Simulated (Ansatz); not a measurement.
# MoS2: a line through a two-coordinate scan

One line of a two-coordinate grid on MoS2 (P6_3/mmc, No. 194; 6 atoms in the cell): equal normal strain along x, y and z is varied, at amplitude of mode 4 (53 cm⁻¹) = −0.351 Å.

Program: Ansatz 0.2.0. Level of theory: DFT LDA+D3(BJ), scalar-relativistic, plane waves, PAW. These are calculated values, not measurements.

### Step 1. The system as given

Symmetry: P6_3/mmc, No. 194, hexagonal system. The conventional cell has a = 3.085 Å, b = 3.085 Å, c = 11.481 Å, α = 90.00°, β = 90.00°, γ = 120.00°. Mo (site symmetry -6m2) has 6 S at 2.37 Å in its first shell of neighbours. Around S (site symmetry 3m) lie 3 Mo at 2.37 Å.

As a file:

```
CELL_PARAMETERS angstrom
3.08475 0.00000 0.00000
-1.54238 2.67147 0.00000
0.00000 0.00000 11.48139
ATOMIC_POSITIONS crystal
Mo 0.33333 0.66667 0.25000
Mo 0.66667 0.33333 0.75000
S 0.33333 0.66667 0.61424
S 0.66667 0.33333 0.11424
S 0.33333 0.66667 0.88576
S 0.66667 0.33333 0.38576
```

It is the result of an earlier relaxation at this level (volume 15.77 Å³/atom; gap on the mesh: 0.41 eV).

### Step 2. The scan

The energy is mapped over a normal mode and a strain (zone-centre modes of the cell shown) (x along [1 0 0], y along [1 2 0], z along [0 0 1] of the conventional cell).

First coordinate, amplitude of mode 4 (53 cm⁻¹), largest displacement in the unstrained cell: 7 values from −0.526 Å. Second coordinate, equal normal strain along x, y and z: 7 values from −2.50 %.

Nothing else is relaxed (the pattern is fixed in fractional coordinates). Energies count from the relaxed high-symmetry cell. Points are written as (first, second).

The modes come from a phonon run on the reference cell, made beforehand.

The patterns, per unit of each coordinate (Å):

| atom | x1 | y1 | z1 |
| --- | --- | --- | --- |
| Mo1 | 1.000 | 0.000 | 0.000 |
| Mo2 | -1.000 | 0.000 | 0.000 |
| S3 | -0.990 | 0.000 | 0.000 |
| S4 | 0.990 | 0.000 | 0.000 |
| S5 | -0.990 | 0.000 | 0.000 |
| S6 | 0.990 | 0.000 | 0.000 |

### Step 3. The run at (−0.351 Å, −2.50 %)

input.yaml reads:

```yaml
crystal:
  lattice:
    - [3.0076337876, 0.0, 0.0]
    - [-1.5038168938, 2.6046872654, 0.0]
    - [0.0, 0.0, 11.194356561]
  atoms:
    - { symbol: Mo, position: [0.2196451239, 0.6666666667, 0.25] }
    - { symbol: Mo, position: [0.7803548761, 0.3333333333, 0.75] }
    - { symbol: S, position: [0.445836571, 0.6666666667, 0.6142432848] }
    - { symbol: S, position: [0.554163429, 0.3333333333, 0.1142432848] }
    - { symbol: S, position: [0.445836571, 0.6666666667, 0.8857567152] }
    - { symbol: S, position: [0.554163429, 0.3333333333, 0.3857567152] }
basis:
  ecutwfc: 420
kpoints:
  mp_grid: { grid: [12, 12, 4] }
hamiltonian:
  xc: lda
  pseudopotentials: { kind: paw, azcp: { folder: soft_1 } }
  dispersion: d3bj
scf:
  occupations: { method: gaussian, width: 0.05 }
output:
  forces: true
  stress: true
  eigenvalues: true
```

The run is started by

```console
$ ansatz run input.yaml --threads 2 --pin off --max-ram 4096MiB --backend cpu --events-out ev --progress --plain --runs-dir out
```

The session goes on with these runs: the other points of the line.

**Question.** What will these runs give? Wanted: for each run, equal normal strain along x, y and z; energy; slope; pressure; largest force on an atom.

As calculated:

| equal normal strain along x, y and z (%) | step | energy (eV) | slope (eV per %) | pressure (GPa) | band gap on the k-mesh (eV) | largest force on an atom (eV/Å) |
| --- | --- | --- | --- | --- | --- | --- |
| −2.50 | 3 | 0.565 | −0.30 | 18.1 | 0.11 | 1.20 |
| −1.67 | 4 | 0.356 | −0.20 | 11.7 | 0.17 | 0.71 |
| −0.83 | 5 | 0.228 | −0.10 | 6.0 | 0.24 | 0.31 |
| 0.00 | 6 | 0.178 | −0.02 | 1.0 | 0.30 | 0.28 |
| 0.83 | 7 | 0.197 | 0.06 | −3.5 | 0.35 | 0.60 |
| 1.67 | 8 | 0.283 | 0.14 | −7.5 | 0.40 | 0.96 |
| 2.50 | 9 | 0.426 | 0.21 | −11.1 | 0.45 | 1.28 |

Energies count from the relaxed high-symmetry cell. Slopes come from the forces (and the stress, where the cell changes), not from differences of energies.

What this shows: Of the points computed the energy is lowest at 0.00 %, 0.178 eV from the zero. A fit to energies and slopes at the lowest point and its two neighbours puts the minimum at 0.174 %, with a curvature of about 0.1 eV per %². The highest point computed, at −2.50 %, lies 0.387 eV above the lowest. This is one cut through a surface in two coordinates; the map's lowest point lies off it. A rigid map gives upper bounds: relaxing the other coordinates can only lower a point.

These are semilocal Kohn-Sham gaps, which aren't the measured quantity. Such gaps usually fall short of the measured ones.
